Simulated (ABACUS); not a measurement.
Input of an ABACUS 3.10.1 run:

File INPUT:

```
INPUT_PARAMETERS
suffix              ZnS
calculation         scf
basis_type          pw
pseudo_dir          ./
symmetry            1
dft_functional      MGGA_X_REVTPSS+MGGA_C_REVTPSS
ecutwfc             97
pseudo_rcut         10
nspin               1
nbands              23
ks_solver           dav
smearing_method     fd
smearing_sigma      0.00367493
scf_thr             1e-08
scf_nmax            100
mixing_type         broyden
mixing_beta         0.7
cal_force           1
cal_stress          1
mixing_tau          1
out_chg             1
out_pot             2
out_elf             1
```

The input STRU:

```
ATOMIC_SPECIES
Zn 65.3800 Zn_ONCV_PBE-1.2.upf
S 32.0600 S_ONCV_PBE-1.2.upf

LATTICE_CONSTANT
1.8897261246

LATTICE_VECTORS
0.0000000000 2.7020000000 2.7020000000
2.7020000000 0.0000000000 2.7020000000
2.7020000000 2.7020000000 0.0000000000

ATOMIC_POSITIONS
Direct

Zn
0.0
1
0.7500000000 0.7500000000 0.7500000000 1 1 1

S
0.0
1
0.0000000000 0.0000000000 0.0000000000 1 1 1
```

The input KPT:

```
K_POINTS
0
Gamma
6 6 6 0 0 0
```

Potentials or basis: SG15 ONCV 1.2 PBE, plane waves.

The run is started by

```console
$ OMP_NUM_THREADS=1 mpirun -np 4 abacus > log
```

(1) What does it give for the pressure?

(2) What does it give for the band gap on the k mesh?

Answers

(1) 1.2 GPa.

(2) 2.24 eV, direct.

Caveat: the potentials were made for another functional, which shifts forces and pressure.

**The experiment to reproduce.**

From “Electronic, vibrational, and thermodynamic properties of ZnS (zincblende and rocksalt structure)”, 2009, arxiv:0911.5022, for a bulk crystal of ZnS at 19 K: band gap 3.85 eV (direct).

Measured gap of ZnS: 3.85 eV (direct; 19 K; quoted in “Electronic, vibrational, and thermodynamic properties of ZnS (zincblende and rocksalt structure)”, 2009, arxiv:0911.5022). This calculation gives 2.24 eV (-1.61 eV). The value is that of revTPSS, without temperature or zero-point motion.
